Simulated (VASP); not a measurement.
# TaN (P-62m) in VASP: settings compared, part 2 of 2

VASP 6.6.1. The steps go on from the part before.

**3. Band structure, LDA**

Contents of run.py:

```python
from ase.calculators.vasp import Vasp
from ase.dft.bandgap import bandgap
from ase.io import read

atoms = read('TaN.cif')
calc = Vasp(
    directory='calc',
    xc='lda',
    pp='LDA',
    setups='minimal',
    prec='Accurate',
    encut=500,
    ediff=1e-07,
    ismear=0,
    sigma=0.05,
    lreal=False,
    lasph=True,
    nelm=100,
    algo='Normal',
    isif=2,
    lwave=False,
    lcharg=True,
    lmaxmix=4,
    kpts=[6, 6, 9],
    gamma=True,
    nelect=30.5,
)
atoms.calc = calc

print('energy (eV):', atoms.get_potential_energy())
print('free energy (eV):', atoms.get_potential_energy(force_consistent=True))
efermi = calc.get_fermi_level()
print('Fermi level (eV):', efermi)
path = atoms.cell.bandpath(npoints=60, eps=1e-4)
print('path:', path.path)
calc.set(kpts=path.kpts, reciprocal=True, icharg=11, isym=0, lcharg=False)
calc.calculate(atoms)
print('gap on the path (eV):', bandgap(calc, efermi=efermi)[0])
print('direct gap on the path (eV):', bandgap(calc, efermi=efermi, direct=True)[0])
```

Contents of TaN.cif:

```cif
data_TaN
_cell_length_a 5.19600000
_cell_length_b 5.19600000
_cell_length_c 2.91100000
_cell_angle_alpha 90.00000000
_cell_angle_beta 90.00000000
_cell_angle_gamma 120.00000000
_space_group_name_H-M_alt 'P1'
_space_group_name_Hall 'P 1'
_space_group_IT_number 1
loop_
_space_group_symop_operation_xyz
'x,y,z'
loop_
_atom_site_label
_atom_site_type_symbol
_atom_site_symmetry_multiplicity
_atom_site_Wyckoff_symbol
_atom_site_fract_x
_atom_site_fract_y
_atom_site_fract_z
_atom_site_occupancy
Ta1 Ta 1 a 0.0000000000 0.0000000000 0.0000000000 1
Ta2 Ta 1 a 0.6666666667 0.3333333333 0.5000000000 1
Ta3 Ta 1 a 0.3333333333 0.6666666667 0.5000000000 1
N1 N 1 a 0.0000000000 0.3928500000 0.0000000000 1
N2 N 1 a 0.6071500000 0.6071500000 0.0000000000 1
N3 N 1 a 0.3928500000 0.0000000000 0.0000000000 1
```

Potentials or basis: VASP PAW LDA potentials, release 64 (Ta, N).

Started as:

```console
$ python run.py
```

Log:

```text
energy (eV): -69.94291633
free energy (eV): -69.94383335
Fermi level (eV): 8.97161747
path: GMKGALHA,LM,KH
gap on the path (eV): 0.0
direct gap on the path (eV): 0.0
```

OUTCAR:

```text
ENCUT = 500.000000
   NELECT = 30.500000
   EDIFF = 1.00e-07
   PREC = Accurate
   ICHARG = 11
   ISIF = 2
   ISMEAR = 0
   ISYM = 0
   NELM = 100
   LASPH = .TRUE.
   LREAL = .FALSE.

 ion  position               nearest neighbor table
   1  0.000  0.000  0.000-   4 2.04   6 2.04   5 2.04   3 3.33   2 3.33   2 3.33   3 3.33   3 3.33
                             2 3.33   2 3.33   3 3.33   2 3.33   2 3.33   3 3.33   3 3.33
   2  0.667  0.333  0.500-   4 2.16   4 2.16   6 2.16   6 2.16   5 2.16   5 2.16   3 3.00   3 3.00
                             3 3.00   1 3.33   1 3.33   1 3.33   1 3.33   1 3.33   1 3.33
   3  0.333  0.667  0.500-   6 2.16   6 2.16   4 2.16   4 2.16   5 2.16   5 2.16   2 3.00   2 3.00
                             2 3.00   1 3.33   1 3.33   1 3.33   1 3.33   1 3.33   1 3.33
   4  0.000  0.393  0.000-   1 2.04   2 2.16   2 2.16   3 2.16   3 2.16
   5  0.607  0.607  0.000-   1 2.04   2 2.16   3 2.16   2 2.16   3 2.16
   6  0.393  0.000  0.000-   1 2.04   3 2.16   3 2.16   2 2.16   2 2.16

IMPORTANT INFORMATION: All symmetrisations will be switched off!
NOSYMM: (Re-)initialisation of all symmetry stuff for point group C_1.

----------------------------------------------------------------------------------------

                                     Primitive cell

  volume of cell :      68.0630
[... 139 lines left out ...]
      3      -7.0748      2.00000
      4      -0.9560      2.00000
      5       1.8470      2.00000
      6       1.8470      2.00000
[... 505 lines left out ...]
      6       0.5323      2.00000
[... 11 lines left out ...]
     18      10.5793      0.00000
     19      10.7802      0.00000

 [... further k-points ...]

------------------------ aborting loop because EDIFF is reached ----------------------------------------

  FORCE on cell =-STRESS in cart. coord.  units (eV):
  Direction    XX          YY          ZZ          XY          YZ          ZX
  --------------------------------------------------------------------------------------
  -------------------------------------------------------------------------------------
  Total        3.4111926      5.5872422     -0.9053192     -1.9766867     -0.0004450      0.0002299
  in kB       80.2981792    131.5215616    -21.3108707    -46.5304557     -0.0104743      0.0054120
  external PRESSURE =      63.5029567 kB  Pullay stress =       0.0000000 kB

 VOLUME and BASIS-vectors are now :
 -----------------------------------------------------------------------------
  energy-cutoff  :      500.00
  volume of cell :       68.06
      direct lattice vectors                 reciprocal lattice vectors
     5.196000000  0.000000000  0.000000000     0.192455735  0.111114371  0.000000000
    -2.598000000  4.499867998  0.000000000     0.000000000  0.222228741  0.000000000
     0.000000000  0.000000000  2.911000000     0.000000000  0.000000000  0.343524562

 POSITION                                       TOTAL-FORCE (eV/Angst)
 -----------------------------------------------------------------------------------
      0.00000      0.00000      0.00000        -0.329936      0.869971      0.373613
      2.59800      1.49996      1.45550        -0.888674     -0.535910     -0.157225
     -0.00000      2.99991      1.45550         0.831352      0.293876     -0.157253
     -1.02062      1.76777      0.00000         0.041557     -0.151013     -0.019727
      1.57738      2.73209      0.00000         0.347747     -0.090834     -0.019710
      2.04125      0.00000      0.00000        -0.002046     -0.386090     -0.019697
 -----------------------------------------------------------------------------------
    total drift:                                0.019223      0.003823     -0.003826

  FREE ENERGIE OF THE ION-ELECTRON SYSTEM (eV)
  ---------------------------------------------------
  free  energy   TOTEN  =       -70.2147858859 eV

  energy  without entropy=      -70.2123215627  energy(sigma->0) =      -70.21355372
```

INCAR:

```text
ENCUT = 500.000000
NELECT = 30.500000
SIGMA = 0.050000
EDIFF = 1.00e-07
ALGO = Normal
PREC = Accurate
ICHARG = 11
ISIF = 2
ISMEAR = 0
ISYM = 0
LMAXMIX = 4
NELM = 100
LASPH = .TRUE.
LCHARG = .FALSE.
LWAVE = .FALSE.
LREAL = .FALSE.
```

Run time: 59 s. Hardware: 1 thread of Intel Xeon Platinum 8488C (Sapphire Rapids), shared host; peak memory 0.19 GiB.

These settings aren't checked as converged (typed here: NELECT = 30.500000): the numbers below hold their error.

Results:

| Quantity | Value |
| --- | --- |
| Band gap along the path | none (metal or under the smearing width) |

Caveat: the cell is charged against a uniform background, so pressure and absolute levels hang on convention; the log is that of the step along the path at fixed density, whose energy, stress, charges and moments have no meaning; spin-orbit coupling is left out, which moves the levels of the heavy elements.

**4. Band structure, optPBE-vdW (atoms moved at random, drawn with an rms of 0.05 Å)**

run.py: that of step 3 with these lines changed.

```diff
@@ -4,11 +4,11 @@
 
-atoms = read('TaN.cif')
+atoms = read('POSCAR')
 calc = Vasp(
     directory='calc',
-    xc='lda',
-    pp='LDA',
-    setups='minimal',
+    xc='optpbe-vdw',
+    pp='PBE',
+    setups={'base': 'minimal', 'Ta': '_pv', 'N': '_h'},
     prec='Accurate',
-    encut=500,
-    ediff=1e-07,
+    encut=900,
+    ediff=1e-06,
     ismear=0,
@@ -18,3 +18,3 @@
     nelm=100,
-    algo='Normal',
+    algo='Fast',
     isif=2,
@@ -25,3 +25,2 @@
     gamma=True,
-    nelect=30.5,
 )
@@ -33,3 +32,3 @@
 print('Fermi level (eV):', efermi)
-path = atoms.cell.bandpath(npoints=60, eps=1e-4)
+path = atoms.cell.bandpath(npoints=40, eps=1e-4)
 print('path:', path.path)
```

Contents of POSCAR:

```
TaN
1.0
    5.1960000000      0.0000000000      0.0000000000
   -2.5980000000      4.4998679981      0.0000000000
    0.0000000000      0.0000000000      2.9110000000
Ta N
3 3
Direct
    0.0045400000     -0.0067860000      0.0008540000
    0.6575360000      0.3331150000      0.4950420000
    0.3466800000      0.6746050000      0.4930330000
    0.0059130000      0.3934290000      0.0172970000
    0.6107830000      0.6134900000     -0.0239820000
    0.4034880000      0.0027980000      0.0016810000
```

Potentials or basis: VASP PAW PBE potentials, release 64 (Ta_pv, N_h).

Started as:

```console
$ python run.py
```

It took 16 min on 1 thread of Intel Xeon Platinum 8488C (Sapphire Rapids), shared host; peak memory 0.74 GiB.

The run converged. Its results:

* Band gap along the path: none (metal or under the smearing width)

Levels at the corners of the path, in eV from the Fermi level:
```csv
point,band 22,band 23,band 24,band 25,band 26,band 27
Γ,-3.24,-1.85,-0.99,-0.77,0.57,0.73
M,-3.81,-3.02,-2.38,1.44,1.74,1.93
K,-3.67,-2.68,-2.31,1.21,1.46,2.00
Γ,-3.24,-1.85,-0.99,-0.77,0.57,0.73
A,-2.84,-2.73,1.77,1.95,2.05,2.09
L,-3.12,-1.85,-1.08,0.14,1.48,3.00
H,-2.64,-2.34,-1.63,2.25,2.52,2.65
A,-2.84,-2.73,1.77,1.95,2.05,2.09
L,-3.12,-1.85,-1.08,0.14,1.48,2.98
M,-3.81,-3.02,-2.38,1.43,1.74,1.90
K,-3.67,-2.68,-2.31,1.21,1.46,1.99
H,-2.64,-2.34,-1.63,2.24,2.52,2.66
```

Caveat: the cutoff is under 1.25 times the usual one of these potentials, so pressure, stress and relaxed cells hold a basis-set (Pulay) error; the log is that of the step along the path at fixed density, whose energy, stress, charges and moments have no meaning; the PAW data sets were made with another functional, which shifts forces and pressure a little; spin-orbit coupling is left out, which moves the levels of the heavy elements.

**5. Optical spectrum, PBE**

Contents of INCAR:

```
  ALGO = Normal
  CSHIFT = 0.1
  EDIFF = 1E-6
  ENCUT = 520
  GGA = PE
  ISIF = 2
  ISMEAR = 0
  LASPH = True
  LCHARG = False
  LOPTICS = True
  LREAL = False
  LWAVE = False
  NBANDS = 72
  NEDOS = 2000
  NELM = 60
  PREC = Accurate
  SIGMA = 0.02
```

Contents of KPOINTS:

```
k-points
0
Gamma
  6 6 9
```

Contents of POSCAR:

```
TaN
1.0
    5.1960000000      0.0000000000      0.0000000000
   -2.5980000000      4.4998679981      0.0000000000
    0.0000000000      0.0000000000      2.9110000000
Ta N
3 3
Direct
    0.0000000000      0.0000000000      0.0000000000
    0.6666666667      0.3333333333      0.5000000000
    0.3333333333      0.6666666667      0.5000000000
    0.0000000000      0.3928500000      0.0000000000
    0.6071500000      0.6071500000      0.0000000000
    0.3928500000      0.0000000000      0.0000000000
```

Potentials or basis: VASP PAW PBE potentials, release 64 (Ta_pv, N).

Started as:

```console
$ cat potpaw_PBE.64/Ta_pv/POTCAR potpaw_PBE.64/N/POTCAR > POTCAR
$ mpirun -np 1 vasp_std > vasp.out
```

OUTCAR:

```text
EDIFF = 1E-6
   ENCUT = 520
   GGA = PE
   ISIF = 2
   ISMEAR = 0
   LASPH = True
   LREAL = False
   NELM = 60
   PREC = Accurate

 ion  position               nearest neighbor table
   1  0.000  0.000  0.000-   6 2.04   5 2.04   4 2.04   3 3.33   2 3.33   2 3.33   3 3.33   2 3.33
[... 1302 lines left out ...]
     2.53286     6.11944     6.11944    14.74166    -0.00000     0.00000    -0.00000
     3.37714     5.47780     5.47780    10.88430     0.00000     0.00000    -0.00000
     4.22143     4.42574     4.42574    -1.05711     0.00000    -0.00000     0.00000
[... 92 lines left out ...]
    82.74005     0.82188     0.82188     0.82338     0.00000     0.00000     0.00000
    83.58434     0.82626     0.82626     0.82770     0.00000     0.00000     0.00000

  frequency dependent IMAGINARY DIELECTRIC FUNCTION (independent particle, no local field effects) current-current
     E(ev)      X         Y         Z        XY        YZ        ZX
  --------------------------------------------------------------------------------------------------------------
     0.00000   121.76890   121.76890   108.66923     0.00000    -0.00000    -0.00000
     0.84429    12.88082    12.88082     8.39399     0.00000    -0.00000    -0.00000
     1.68857    12.31335    12.31335    13.36710     0.00000    -0.00000     0.00000
     2.53286    13.73237    13.73237    20.58089    -0.00000    -0.00000     0.00000
     3.37714    14.42634    14.42634    26.00628    -0.00000    -0.00000     0.00000
     4.22143     7.17033     7.17033    16.95350    -0.00000    -0.00000    -0.00000
[... 92 lines left out ...]
    82.74005     0.00010     0.00010     0.00010     0.00000     0.00000    -0.00000
    83.58434     0.00009     0.00009     0.00009     0.00000     0.00000    -0.00000

  frequency dependent      REAL DIELECTRIC FUNCTION (independent particle, no local field effects) current-current
     E(ev)        X           Y           Z          XY          YZ          ZX
  --------------------------------------------------------------------------------------------------------------
     0.00000    26.33994    26.33994    23.74672    -0.00000    -0.00000     0.00000
     0.84429    35.50932    35.50932    28.11819    -0.00000    -0.00000     0.00000
     1.68857    -0.58234    -0.58234    18.77817    -0.00000     0.00000    -0.00000
     2.53286     5.09583     5.09583    13.20957    -0.00000     0.00000    -0.00000
     3.37714     4.65235     4.65235     9.38939     0.00000     0.00000    -0.00000
     4.22143     4.10814     4.10814    -1.85891    -0.00000     0.00000     0.00000
[... 92 lines left out ...]
    82.74005     0.82192     0.82192     0.82341    -0.00000     0.00000    -0.00000
    83.58434     0.82630     0.82630     0.82773    -0.00000     0.00000    -0.00000
```

Wall time 3.2 min (1 thread of Intel Xeon Platinum 8259CL at 2.50GHz (Skylake/Cascade Lake), shared host); peak memory 0.36 GiB.

Results:

- Free energy: -67.4651 eV
- Pressure: 5.7 GPa
- Largest force: 0.059 eV/Å
- Band gap on the k mesh: none (metal or under the smearing width)

Forces in eV/Å, atoms in the order of the input:
```
Ta   0.000  0.000  0.000
Ta   0.000  0.000  0.000
Ta   0.000  0.000  0.000
N   -0.030  0.051  0.000
N   -0.030 -0.051  0.000
N    0.059  0.000  0.000
```

Stress tensor (GPa, compression positive):
```
5.76 0.00 0.00
0.00 5.76 0.00
0.00 0.00 5.48
```

Levels at points of the mesh, in eV from the Fermi level:
```
           k point  band 21  band 22  band 23  band 24  band 25  band 26  band 27  band 28
(0.00, 0.00, 0.00)    -4.24    -3.31    -1.89    -0.89    -0.89     0.62     0.62     1.86
(0.50, 0.00, 0.00)    -3.87    -3.85    -2.82    -2.60     1.23     1.84     1.95     2.44
```

Dielectric function (mean over the directions given):
| energy (eV) | real part | imaginary part |
| --- | --- | --- |
| 0.25 | 26.29 | 0.40 |
| 1.27 | 20.65 | 34.48 |
| 2.28 | 8.95 | 21.04 |
| 3.29 | 7.65 | 16.94 |
| 4.39 | 1.60 | 9.49 |
| 5.40 | 6.14 | 8.38 |
| 6.42 | 2.63 | 10.96 |
| 7.43 | 0.38 | 9.08 |
| 8.53 | -0.90 | 8.07 |
| 9.54 | -1.62 | 7.40 |
| 10.55 | -2.93 | 5.33 |
| 11.57 | -3.06 | 3.92 |
| 12.66 | -2.34 | 2.04 |
| 13.68 | -1.25 | 1.34 |
| 14.69 | -0.66 | 1.40 |
| 15.70 | -0.01 | 1.66 |
| 16.80 | -0.41 | 1.31 |
| 17.81 | -0.09 | 1.32 |
| 18.83 | -0.01 | 1.24 |
| 19.93 | 0.08 | 1.29 |

Caveat: spectra need much finer meshes, so this one isn't converged; independent-particle spectra lack excitons; the intraband (Drude) part of a metal's response may be missing. The run has no spin-orbit coupling, so splittings on Ta are missing.

**6. Summary**

| task | level | potentials or basis | cell | cutoff (eV) | smearing | gap on the mesh (eV) | pressure (GPa) | largest force (eV/Å) |
| --- | --- | --- | --- | --- | --- | --- | --- | --- |
| core levels | LDA | VASP PAW LDA potentials, release 64 (Ta_pv, N) | as given | 520 | gaussian 0.02 eV | none | -8.3 | 0.03 |
| band structure | optPBE-vdW | VASP PAW PBE potentials, release 64 (Ta_pv, N_h) | atoms moved at random, drawn with an rms of 0.05 Å | 900 | gaussian 0.05 eV | - | - | - |
| optical spectrum | PBE | VASP PAW PBE potentials, release 64 (Ta_pv, N) | as given | 520 | gaussian 0.02 eV | none | 5.7 | 0.06 |

Alike in all rows: no spin polarisation; k mesh 6 × 6 × 9.

Caveats: the cutoff is under 1.25 times the usual one of these potentials, so pressure, stress and relaxed cells hold a basis-set (Pulay) error (some runs); the PAW data sets were made with another functional, which shifts forces and pressure a little (some runs); spin-orbit coupling is left out, which moves the levels of the heavy elements (some runs); spectra need much finer meshes, so this one isn't converged (some runs); independent-particle spectra lack excitons (some runs); the intraband (Drude) part of a metal's response may be missing (some runs).

Total energies depend on the potentials used, so only differences within one code and one set of settings carry meaning.
